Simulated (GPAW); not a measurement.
Si2Ni:

```
CELL_PARAMETERS angstrom
0.00000 2.70300 2.70300
2.70300 0.00000 2.70300
2.70300 2.70300 0.00000
ATOMIC_POSITIONS crystal
Ni 0.00000 0.00000 0.00000
Si 0.75000 0.75000 0.75000
Si 0.25000 0.25000 0.25000
```

Program: GPAW 26.7.0. Alike in all runs: task band structure; spin collinear, ferromagnetic start; cell as given; k mesh 9 × 9 × 9; cutoff (eV) 600; smearing fermi-dirac 0.05 eV.

Problem. Order these runs on this cell by their pressure, lowest first.
A. level PW91; potentials or basis PAW data sets generated in the run's folder for this functional, pw
B. level LDA; potentials or basis the program's PAW data sets (release 1.2.1) made for this functional, pw
C. level RPBE; potentials or basis the program's PAW data sets (release 1.2.1) made for this functional, pw
D. level BLYP; potentials or basis PAW data sets generated in the run's folder for this functional, pw; eigensolver davidson
E. level TPSS; potentials or basis GPAW PAW data sets (gpaw-data 1.2.1), pw; eigensolver davidson

Solution. B (-3.4 GPa), E (1.8 GPa), A (5.2 GPa), C (8.0 GPa), D (11.6 GPa).

Caveats: the stock nickel data set gives pressures a few GPa off other programs; the PAW data sets were made with another functional, which shifts forces and pressure a little (some runs).

Runs at the PBE level aren't shown here.
